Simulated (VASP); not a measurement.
A run of VASP 6.6.1 is set up as follows.

INCAR

```
ALGO     = Fast           # electronic algorithm
EDIFF    = 1E-6           # SCF threshold, eV
ENCUT    = 520            # plane-wave cutoff, eV
GGA      = PS             # functional
ISIF     = 2              # what is computed and relaxed
ISMEAR   = 0              # smearing method
ISPIN    = 2              # spin polarisation
LASPH    = T              # aspherical terms in the spheres
LCHARG   = T              # write CHGCAR
LELF     = T              # ELF
LMAXMIX  = 4              # l up to which the mixer works
LORBIT   = 11             # projections on sites
LREAL    = F              # projectors in reciprocal space
LVHAR    = T            
LWAVE    = F              # write WAVECAR
MAGMOM   = 1.41 1.41 0.93 0.93 0.93 0.93 0.93 0.93 # initial moments
NBANDS   = 66             # bands
NELM     = 150            # most SCF steps
PREC     = Accurate       # precision mode
SIGMA    = 0.1            # smearing width, eV
```

Contents of KPOINTS:

```
k-points
0
Gamma
  4 4 4
```

File POSCAR:

```
Mn
1.0
    4.3673267978      0.0000000000      0.0000000000
    0.0000000000      4.3673267978      0.0000000000
    0.0000000000      0.0000000000      4.3673267978
Mn
8
Direct
    0.5000000000      0.5000000000      0.5000000000
    0.0000000000      0.0000000000      0.0000000000
    0.2500000000      0.0000000000      0.5000000000
    0.5000000000      0.2500000000      0.0000000000
    0.5000000000      0.7500000000      0.0000000000
    0.7500000000      0.0000000000      0.5000000000
    0.0000000000      0.5000000000      0.7500000000
    0.0000000000      0.5000000000      0.2500000000
```

Potentials or basis: VASP PAW PBE potentials, release 64 (Mn_pv).

The run is started by

```console
$ cat potpaw_PBE.64/Mn_pv/POTCAR > POTCAR
$ mpirun -np 1 vasp_std > vasp.out
```

Problem. What does it give for the net moment?

Solution. 3.00 μB per cell.

Problem. Estimate the pressure.

Solution. 1.0 GPa.

Problem. Estimate the site moments.

Solution. Mn +0.45, +0.34 μB.

Problem. Predict the band gap on the k mesh.

Solution. None (metal or under the smearing width).

Caveat: the PAW data sets were made with another functional, which shifts forces and pressure a little.
